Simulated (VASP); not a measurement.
# C (P6_3/mmc) in VASP: settings compared

The runs below take C through single point, relaxation of cell and atoms, with PBE, PBEsol+D4, PBEsol+rVV10.

The COD entry that gives the cell may itself be a prediction, so a difference from it is no test against experiment.

Program: VASP 6.6.1. These are calculated values, not measurements. Logs are shortened: lines on timing, memory, paths and dates and some standing lists are left out, and cuts for length are marked.

## 1. Starting point

The structure is hexagonal, space group P6_3/mmc (No. 194). The conventional cell has a = 2.522 Å, b = 2.522 Å, c = 8.237 Å, α = 90.00°, β = 90.00°, γ = 120.00°. Around C (site symmetry 3m) lie 4 C at 1.54 Å. C (site symmetry 3m) is surrounded by 4 C at 1.54 Å.

This is a hexagonal form of diamond, not graphite.

## 2. Single point, PBE

The input, INCAR:

```
PREC = Accurate
ENCUT = 520
EDIFF = 1E-7
ISMEAR = 0
SIGMA = 0.012
LREAL = False
LASPH = True
NELM = 100
ALGO = Fast
ISIF = 2
LWAVE = False
LCHARG = True
GGA = PE
LELF = True
LVHAR = True
```

The input, KPOINTS:

```
regular mesh
0
Gamma
  12 12 4
```

The input, POSCAR:

```
C
1.0
    2.5221000000      0.0000000000      0.0000000000
   -1.2610500000      2.1842026709      0.0000000000
    0.0000000000      0.0000000000      8.2371000000
C
8
Direct
    0.6666666667      0.3333333333      0.8437500000
    0.3333333333      0.6666666667      0.3437500000
    0.6666666667      0.3333333333      0.6562500000
    0.3333333333      0.6666666667      0.1562500000
    0.0000000000      0.0000000000      0.9062500000
    0.0000000000      0.0000000000      0.4062500000
    0.0000000000      0.0000000000      0.5937500000
    0.0000000000      0.0000000000      0.0937500000
```

Potentials or basis: VASP PAW PBE potentials, release 64 (C).

Started as:

```bash
cat potpaw_PBE.64/C/POTCAR > POTCAR
mpirun -np 1 vasp_std > vasp.out
```

OUTCAR:

```text
PREC = Accurate
   ENCUT = 520
   EDIFF = 1E-7
   ISMEAR = 0
   LREAL = False
   LASPH = True
   NELM = 100
   ISIF = 2
   GGA = PE

 ion  position               nearest neighbor table
   1  0.667  0.333  0.844-   3 1.54   5 1.54   5 1.54   5 1.54
   2  0.333  0.667  0.344-   4 1.54   6 1.54   6 1.54   6 1.54
   3  0.667  0.333  0.656-   1 1.54   7 1.54   7 1.54   7 1.54
   4  0.333  0.667  0.156-   2 1.54   8 1.54   8 1.54   8 1.54
   5  0.000  0.000  0.906-   8 1.54   1 1.54   1 1.54   1 1.54
   6  0.000  0.000  0.406-   7 1.54   2 1.54   2 1.54   2 1.54
   7  0.000  0.000  0.594-   6 1.54   3 1.54   3 1.54   3 1.54
   8  0.000  0.000  0.094-   5 1.54   4 1.54   4 1.54   4 1.54

  LATTYP: Found a hexagonal cell.
 ALAT       =     2.5221000000
 C/A-ratio  =     3.2659688355

  Lattice vectors:

 A1 = (   2.5221000000,   0.0000000000,   0.0000000000)
 A2 = (  -1.2610500000,   2.1842026709,   0.0000000000)
 A3 = (   0.0000000000,   0.0000000000,   8.2371000000)

Analysis of symmetry for initial positions (statically):
=====================================================================
 Subroutine PRICEL returns:
 Original cell was already a primitive cell.

 Routine SETGRP: Setting up the symmetry group for a
 hexagonal supercell.

 Subroutine GETGRP returns: Found 24 space group operations
 (whereof 12 operations were pure point group operations)
 out of a pool of 24 trial point group operations.

The static configuration has the point symmetry D_3d.
 The point group associated with its full space group is D_6h.

Analysis of symmetry for dynamics (positions and initial velocities):
=====================================================================
 Subroutine PRICEL returns:
 Original cell was already a primitive cell.

 Routine SETGRP: Setting up the symmetry group for a
 hexagonal supercell.

 Subroutine GETGRP returns: Found 24 space group operations
 (whereof 12 operations were pure point group operations)
 out of a pool of 24 trial point group operations.

The dynamic configuration has the point symmetry D_3d.
 The point group associated with its full space group is D_6h.

 Subroutine INISYM returns: Found 24 space group operations
 (whereof 12 operations are pure point group operations),
 and found     1 'primitive' translations

----------------------------------------------------------------------------------------

                                     Primitive cell

  volume of cell :      45.3764

  direct lattice vectors                    reciprocal lattice vectors
     2.522100000  0.000000000  0.000000000     0.396494984  0.228916486  0.000000000
    -1.261050000  2.184202671  0.000000000     0.000000000  0.457832972  0.000000000
     0.000000000  0.000000000  8.237100000     0.000000000  0.000000000  0.121401950

  length of vectors
     2.522100000  2.522100000  8.237100000     0.457832972  0.457832972  0.121401950

  position of ions in fractional coordinates (direct lattice)
     0.666666667  0.333333333  0.843750000
     0.333333333  0.666666667  0.343750000
     0.666666667  0.333333333  0.656250000
     0.333333333  0.666666667  0.156250000
     0.000000000  0.000000000  0.906250000
     0.000000000  0.000000000  0.406250000
     0.000000000  0.000000000  0.593750000
     0.000000000  0.000000000  0.093750000

  ion indices of the primitive-cell ions
   primitive index   ion index
                 1           1
                 2           2
                 3           3
                 4           4
                 5           5
                 6           6
                 7           7
                 8           8

----------------------------------------------------------------------------------------

 KPOINTS: regular mesh

Automatic generation of k-mesh.
 Grid dimensions read from file:
 generate k-points for:   12   12    4

 Generating k-lattice:

  Cartesian coordinates                     Fractional coordinates (reciprocal lattice)
     0.033041249  0.019076374  0.000000000     0.083333333  0.000000000  0.000000000
     0.000000000  0.038152748  0.000000000     0.000000000  0.083333333  0.000000000
     0.000000000  0.000000000  0.030350487     0.000000000  0.000000000  0.250000000

  Length of vectors
     0.038152748  0.038152748  0.030350487

  Shift w.r.t. Gamma in fractional coordinates (k-lattice)
     0.000000000  0.000000000  0.000000000

 Subroutine IBZKPT returns following result:
 ===========================================

 Found     57 irreducible k-points:

 Following reciprocal coordinates:
            Coordinates               Weight
  0.000000  0.000000  0.000000      1.000000
  0.083333  0.000000  0.000000      6.000000
  0.166667  0.000000  0.000000      6.000000
  0.250000  0.000000  0.000000      6.000000
  0.333333  0.000000  0.000000      6.000000
  0.416667  0.000000  0.000000      6.000000
[... 16 lines left out ...]
  0.250000  0.000000  0.250000     12.000000
  0.333333  0.000000  0.250000     12.000000
 [... further k-points ...]
   k-points           NKPTS =     57   k-points in BZ     NKDIM =     57   number of bands    NBANDS=     21
   number of dos      NEDOS =    301   number of ions     NIONS =      8
   total plane-waves  NPLWV =  25600
   dimension x,y,z NGX =    20 NGY =   20 NGZ =   64
   dimension x,y,z NGXF=    40 NGYF=   40 NGZF=  128
   ions per type =               8
   NGX,Y,Z   is equivalent  to a cutoff of  13.18, 13.18, 12.92 a.u.
   NGXF,Y,Z  is equivalent  to a cutoff of  26.37, 26.37, 25.83 a.u.
 SYSTEM =  unknown system
   PREC   = accura    normal or accurate (medium, high low for compatibility)
   ISTART =      0    job   : 0-new  1-cont  2-samecut
   ICHARG =      2    charge: 1-file 2-atom 10-const
   ISPIN  =      1    spin polarized calculation?
   LNONCOLLINEAR =      F non collinear calculations
   LSORBIT =      F    spin-orbit coupling
   LASPH  =      T    aspherical Exc in radial PAW
   ENCUT  =  520.0 eV  38.22 Ry    6.18 a.u.   4.69  4.69 15.32*2*pi/ulx,y,z
   NELM   =    100;   NELMIN=  2; NELMDL= -5     # of ELM steps
   EDIFF  = 0.1E-06   stopping-criterion for ELM
   LREAL  =      F    real-space projection
   EDIFFG = 0.1E-05   stopping-criterion for IOM
   NSW    =      0    number of steps for IOM
   IBRION =     -1    ionic relax: 0-MD 1-quasi-New 2-CG
   NFREE  =      0    steps in history (QN), initial steepest desc. (CG)
   ISIF   =      2    stress and relaxation
   ISYM   =      2    0-nonsym 1-usesym 2-fastsym
   POTIM  = 0.5000    time-step for ionic-motion
   TEBEG  =    0.0;   TEEND  =   0.0 temperature during run
   PSTRESS=    0.0 pullay stress
   NELECT =      32.0000    total number of electrons
   NUPDOWN=      -1.0000    fix difference up-down
   EMIN   =  10.00;   EMAX   =-10.00  energy-range for DOS
   EFERMI =   0.00;   METHOD = LEGACY
   ISMEAR =     0;   SIGMA  =   0.01  broadening in eV -4-tet -1-fermi 0-gaus
   EFERMI_NEDOS =   21; number of points for ismear=-14 and -15
   IALGO  =     68    algorithm
   IMIX   =      4    mixing-type and parameters
     AMIX     =   0.40;   BMIX     =  1.00
     AMIX_MAG =   1.60;   BMIX_MAG =  1.00
  volume/ion in A,a.u.               =       5.67        38.28
  Fermi-wavevector in a.u.,A,eV,Ry     =   1.457186  2.753682 28.890486  2.123391
  Thomas-Fermi vector in A             =   2.574017
   LORBIT       =      0    0 simple, 1 ext, 2 COOP (PROOUT), +10 PAW based schemes
   GGA     = PE    functional components
   LHFCALC =     F    Hartree Fock is set to
   AEXX    =    0.0000 exact exchange contribution
   IVDW    =     0    specifies the selected vdW correction
   LEPSILON=     F    determine dielectric tensor
   LRPA    =     F    only Hartree local field effects (RPA)
 non-spin polarized calculation
 RMM-DIIS sequential band-by-band and
 Gauss-broadening in eV      SIGMA  =   0.01
  energy-cutoff  :      520.00
  volume of cell :       45.38
 maximum number of plane-waves:      1242
 NGX is ok and might be reduce to    20
   NGX =  9   NGY =  9   NGZ = 31

 number of electron      31.9999995 magnetization

 Free energy of the ion-electron system (eV)
  ---------------------------------------------------
  ext. energy  EPLUGINS =         0.00000000
  ---------------------------------------------------
  free energy    TOTEN  =       -72.64805493 eV

  energy without entropy =      -72.64805493  energy(sigma->0) =      -72.64805493

 E-fermi :   9.9773     XC(G=0): -13.2480

 val. band max:        9.8675232206   @ k =   0.0000   0.0000   0.0000
 cond. band min:      14.2800950161   @ k =   0.4167   0.0000   0.0000
 fundamental gap:      4.4125717955
 Fermi energy:         9.9772647976

 k-point     1 :       0.0000    0.0000    0.0000
  band No.  band energies     occupation
      1     -11.7605      2.00000
      2     -10.0661      2.00000
      3     -10.0158      2.00000
      4      -5.9494      2.00000
      5      -3.6617      2.00000
      6       3.1290      2.00000
[... 13 lines left out ...]
     20      16.8645      0.00000
     21      17.1271      0.00000

 k-point     2 :       0.0833    0.0000    0.0000
  band No.  band energies     occupation
      1     -11.5899      2.00000
      2      -9.8988      2.00000
      3      -9.8476      2.00000
      4      -5.7972      2.00000
      5      -3.5050      2.00000
      6       3.2081      2.00000
[... 13 lines left out ...]
     20      16.7962      0.00000
     21      17.4432      0.00000
[... 487 lines left out ...]
      5      -1.4744      2.00000
      6       1.4683      2.00000
[... 13 lines left out ...]
     20      17.5235      0.00000
     21      17.5994      0.00000

 k-point    24 :       0.3333    0.0000    0.2500
  band No.  band energies     occupation
      1      -8.9729      2.00000
      2      -8.1385      2.00000
      3      -6.5123      2.00000
      4      -4.3106      2.00000
      5      -1.3714      2.00000
      6      -0.3642      2.00000
[... 13 lines left out ...]
     20      17.4193      0.00000
     21      18.0663      0.00000

 [... further k-points ...]

------------------------ aborting loop because EDIFF is reached ----------------------------------------

  FORCE on cell =-STRESS in cart. coord.  units (eV):
  Direction    XX          YY          ZZ          XY          YZ          ZX
  --------------------------------------------------------------------------------------
  -------------------------------------------------------------------------------------
  Total       -0.3321211     -0.3321211      3.1516696      0.0000000     -0.0000000      0.0000000
  in kB      -11.7267431    -11.7267431    111.2811730      0.0000000     -0.0000000      0.0000000
  external PRESSURE =      29.2758956 kB  Pullay stress =       0.0000000 kB

 VOLUME and BASIS-vectors are now :
 -----------------------------------------------------------------------------
  energy-cutoff  :      520.00
  volume of cell :       45.38
      direct lattice vectors                 reciprocal lattice vectors
     2.522100000  0.000000000  0.000000000     0.396494984  0.228916486  0.000000000
    -1.261050000  2.184202671  0.000000000     0.000000000  0.457832972  0.000000000
     0.000000000  0.000000000  8.237100000     0.000000000  0.000000000  0.121401950

 POSITION                                       TOTAL-FORCE (eV/Angst)
 -----------------------------------------------------------------------------------
      1.26105      0.72807      6.95005         0.000000     -0.000000      0.319598
     -0.00000      1.45614      2.83150        -0.000000      0.000000      0.319598
      1.26105      0.72807      5.40560         0.000000     -0.000000     -0.319598
     -0.00000      1.45614      1.28705        -0.000000      0.000000     -0.319598
      0.00000      0.00000      7.46487        -0.000000      0.000000      0.328674
      0.00000      0.00000      3.34632        -0.000000      0.000000      0.328674
      0.00000      0.00000      4.89078        -0.000000     -0.000000     -0.328674
      0.00000      0.00000      0.77223         0.000000     -0.000000     -0.328674
 -----------------------------------------------------------------------------------
    total drift:                               -0.000000      0.000000      0.000000

  FREE ENERGIE OF THE ION-ELECTRON SYSTEM (eV)
  ---------------------------------------------------
  free  energy   TOTEN  =       -72.6480549330 eV

  energy  without entropy=      -72.6480549330  energy(sigma->0) =      -72.64805493
```

Run time: 41 s. Hardware: 1 thread of AMD EPYC 9R45 (Zen 5), shared host; peak memory 0.14 GiB.

What came out:

```yaml
Free_energy: -72.6481 eV
Pressure: 2.9 GPa
Largest_force: 0.329 eV/Å
Band_gap_on_the_k_mesh: 4.41 eV, indirect (least direct gap 5.18 eV)
```

Forces in eV/Å, atoms in the order of the input:
```
C    0.000  0.000  0.320
C    0.000  0.000  0.320
C    0.000  0.000 -0.320
C    0.000  0.000 -0.320
C    0.000  0.000  0.329
C    0.000  0.000  0.329
C    0.000  0.000 -0.329
C    0.000  0.000 -0.329
```

## 3. Single point, PBE

The input, INCAR:

```
SYSTEM = C
PREC = Accurate
ENCUT = 520
EDIFF = 1E-6
ISMEAR = 0
SIGMA = 0.014
LREAL = .False.
LASPH = .True.
NELM = 60
ALGO = Fast
ISIF = 2
LWAVE = .False.
LCHARG = .False.
GGA = PE
```

The input, KPOINTS:

```
regular mesh
0
Gamma
  12 12 4
  0 0 0
```

POSCAR is that of step 2.

Potentials or basis: VASP PAW PBE potentials, release 64 (C).

Started as:

```bash
cat potpaw_PBE.64/C/POTCAR > POTCAR
mpirun -np 1 vasp_std > vasp.out
```

It took 84 s on 1 thread of AMD EPYC 7R43 (Zen 3), shared host; peak memory 0.14 GiB.

It converged, with:

```yaml
Free_energy: -72.6481 eV
Pressure: 2.9 GPa
Largest_force: 0.329 eV/Å
Band_gap_on_the_k_mesh: 4.41 eV, indirect (least direct gap 5.18 eV)
```

Forces on the atoms (eV/Å):
```
C    0.000  0.000  0.320
C    0.000  0.000  0.320
C    0.000  0.000 -0.320
C    0.000  0.000 -0.320
C    0.000  0.000  0.329
C    0.000  0.000  0.329
C    0.000  0.000 -0.329
C    0.000  0.000 -0.329
```

Stress tensor (GPa, compression positive):
```
-1.17  0.00  0.00
 0.00 -1.17  0.00
 0.00  0.00 11.13
```

Levels at points of the mesh, in eV from the valence-band top:
```csv
k point,band 12,band 13,band 14,band 15,band 16,band 17,band 18,band 19,band 20,band 21
"(0.00, 0.00, 0.00)",-1.74,-1.74,-0.22,0.00,0.00,5.18,5.18,5.71,7.00,7.27
"(0.50, 0.00, 0.00)",-5.03,-5.00,-4.54,-3.70,-2.93,4.46,5.60,5.86,6.01,6.97
"(0.00, 0.00, 0.50)",-2.54,-0.68,-0.68,-0.68,-0.68,5.97,5.97,5.97,5.98,6.71
"(0.50, 0.00, 0.50)",-6.06,-4.72,-4.72,-3.66,-3.66,4.82,4.82,7.11,7.11,7.56
```

A k mesh can miss the band edges. As with any semilocal functional, this PBE gap is likely too small.

## 4. Relaxation of cell and atoms, PBEsol+D4

The input, INCAR:

```
SYSTEM = C
PREC = Accurate
ENCUT = 600
EDIFF = 1E-6
ISMEAR = -1
SIGMA = 0.05
LREAL = .FALSE.
LASPH = .TRUE.
NELM = 80
ALGO = Fast
ISIF = 3
LWAVE = .FALSE.
LCHARG = .FALSE.
GGA = PS
IVDW = 13
IBRION = 2
NSW = 40
EDIFFG = -0.02
```

The input, KPOINTS:

```
Automatic mesh
0
G
  12 12 4
  0 0 0
```

POSCAR is that of step 3.

Started as:

```bash
cat potpaw_PBE.64/C/POTCAR > POTCAR
mpirun -np 1 vasp_std > vasp.out
```

Run time: 6.4 min. Hardware: 1 thread of AMD EPYC 7R43 (Zen 3), shared host; peak memory 0.15 GiB.

It converged, with:

- Free energy: -77.9131 eV
- Relaxed volume: 5.58 Å³/atom
- Relaxed cell: a = 2.500 Å, b = 2.500 Å, c = 8.248 Å, α = 90.00°, β = 90.00°, γ = 120.00°
- Space group after relaxing (to 0.05 Å): P6_3/mmc (No. 194)
- Energy gained by relaxing: 4.4 meV/atom
- Ionic steps: 6
- Pressure after relaxing: 0.1 GPa
- Largest force after relaxing: 0.016 eV/Å
- Band gap on the k mesh: 4.44 eV, indirect (least direct gap 5.28 eV)
- Dispersion energy per atom: -0.121 eV

Forces in eV/Å, atoms in the order of the input:
```
C    0.000  0.000 -0.003
C    0.000  0.000 -0.003
C    0.000  0.000  0.003
C    0.000  0.000  0.003
C    0.000  0.000 -0.016
C    0.000  0.000 -0.016
C    0.000  0.000  0.016
C    0.000  0.000  0.016
```

Stress tensor (GPa, compression positive):
```
0.17 0.00 0.00
0.00 0.17 0.00
0.00 0.00 0.08
```

The path:
| step | energy change (eV) | largest force (eV/Å) | pressure (GPa) | volume (Å³) |
| --- | --- | --- | --- | --- |
| 1 | 0.0000 | 0.3300 | -6.93 | 45.38 |
| 2 | 0.0263 | 0.5500 | 9.76 | 43.78 |
| 3 | -0.0353 | 0.0622 | -0.20 | 44.68 |
| 4 | -0.0353 | 0.0705 | -0.05 | 44.67 |
| 5 | -0.0352 | 0.0799 | 0.36 | 44.62 |
| 6 | -0.0355 | 0.0164 | 0.14 | 44.65 |

Final structure:
```cif
data_structure
_symmetry_space_group_name_H-M 'P 1'
_symmetry_Int_Tables_number 1
_cell_length_a 2.5002
_cell_length_b 2.5002
_cell_length_c 8.2478
_cell_angle_alpha 90.000
_cell_angle_beta 90.000
_cell_angle_gamma 120.000
_cell_volume 44.65
loop_
_atom_site_label
_atom_site_type_symbol
_atom_site_fract_x
_atom_site_fract_y
_atom_site_fract_z
_atom_site_occupancy
C1 C 0.66667 0.33333 0.84445 1
C2 C 0.33333 0.66667 0.34445 1
C3 C 0.66667 0.33333 0.65555 1
C4 C 0.33333 0.66667 0.15555 1
C5 C 0.00000 0.00000 0.90708 1
C6 C 0.00000 0.00000 0.40708 1
C7 C 0.00000 0.00000 0.59292 1
C8 C 0.00000 0.00000 0.09292 1
```

Levels at points of the mesh, in eV from the valence-band top:
```tsv
k point	band 12	band 13	band 14	band 15	band 16	band 17	band 18	band 19	band 20	band 21
(0.00, 0.00, 0.00)	-1.77	-1.77	-0.25	0.00	0.00	5.28	5.28	5.46	7.11	7.11
(0.50, 0.00, 0.00)	-5.14	-5.04	-4.77	-3.77	-3.02	4.50	5.49	5.91	5.93	6.65
(0.00, 0.00, 0.50)	-2.69	-0.67	-0.67	-0.67	-0.67	6.06	6.06	6.06	6.06	6.73
(0.50, 0.00, 0.50)	-6.14	-4.85	-4.85	-3.74	-3.74	4.84	4.84	6.88	6.88	7.55
```

Caveat: the PAW data sets were made with another functional, which shifts forces and pressure a little.

[end of part 1 of 2]
